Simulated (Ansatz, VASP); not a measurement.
Two plane-wave programs on SiC2

The input INCAR:

```
SYSTEM = SiC2
PREC = Accurate
ENCUT = 520
EDIFF = 1E-7
ISMEAR = 0
SIGMA = 0.1
LREAL = .False.
LASPH = .True.
NELM = 150
ALGO = Normal
ISIF = 2
LWAVE = .False.
LCHARG = .True.
ISPIN = 2
MAGMOM = 0 0 1 1 1 1
LORBIT = 11
GGA = PE
LELF = .True.
LVHAR = .True.
NBANDS = 25
```

KPOINTS

```
Automatic mesh
0
Gamma
  6 6 2
  0 0 0
```

The input POSCAR:

```
SiC2
1.0
    2.5605029934      0.0000000000      0.0000000000
   -1.2802514967      2.2174606388      0.0000000000
    0.0000000000      0.0000000000      8.9183377272
Si C
2 4
Direct
    0.3333333333      0.6666666667      0.7500000000
    0.6666666667      0.3333333333      0.2500000000
    0.3333333333      0.6666666667      0.9761136019
    0.3333333333      0.6666666667      0.5238863981
    0.6666666667      0.3333333333      0.4761136019
    0.6666666667      0.3333333333      0.0238863981
```

Input for Ansatz:

```yaml
crystal:
  lattice:
    - [2.5605029934, 0.0, 0.0]
    - [-1.2802514967, 2.2174606388, 0.0]
    - [0.0, 0.0, 8.9183377272]
  atoms:
    - { symbol: Si, position: [0.3333333333, 0.6666666667, 0.75] }
    - { symbol: Si, position: [0.6666666667, 0.3333333333, 0.25] }
    - { symbol: C, position: [0.3333333333, 0.6666666667, 0.9761136019], spin: 1.0 }
    - { symbol: C, position: [0.3333333333, 0.6666666667, 0.5238863981], spin: 1.0 }
    - { symbol: C, position: [0.6666666667, 0.3333333333, 0.4761136019], spin: 1.0 }
    - { symbol: C, position: [0.6666666667, 0.3333333333, 0.0238863981], spin: 1.0 }
basis:
  ecutwfc: 420
kpoints:
  mp_grid: { grid: [6, 6, 2] }
hamiltonian:
  xc: pbe
scf:
  occupations: { method: gaussian, width: 0.1 }
  lower_state_search: "off"
output:
  forces: true
  stress: true
  eigenvalues: true
  populations: true
magnetization:
  spin_polarized: true
```

Alike in both runs: task single point; functional PBE; k mesh 6 × 6 × 2; occupations gaussian, width 0.1 eV; collinear spin.

|  | VASP | Ansatz |
| --- | --- | --- |
| version | VASP 6.6.1 | Ansatz 0.2.0 |
| potentials or method | VASP PAW PBE potentials, release 64 (Si, C) | scalar-relativistic, plane waves, PAW |
| plane-wave cutoff (eV) | 520 | 420 |
| valence electrons in the cell | 24 | 24 |

```tsv
	VASP	Ansatz	Ansatz less VASP
gap on the k mesh at the Fermi level (eV)	none	none	-
pressure (GPa)	-0.1	-0.3	-0.19
largest component of the traceless stress (GPa)	0.06	0.04	-0.025
rms of the force components (eV/Å)	0.004	0.001	-0.0030
net moment per atom (μB)	0.00	0.00	0.000
```

Atom by atom the forces differ by 0.006 eV/Å (rms over components). A gap of «none» marks a metal or a gap that the smearing closes. Ansatz warned: «filled_band_counts_differ_across_k_points».

Caveats: the k mesh is coarse (spacing up to 0.47 Å⁻¹), so the values aren't converged.
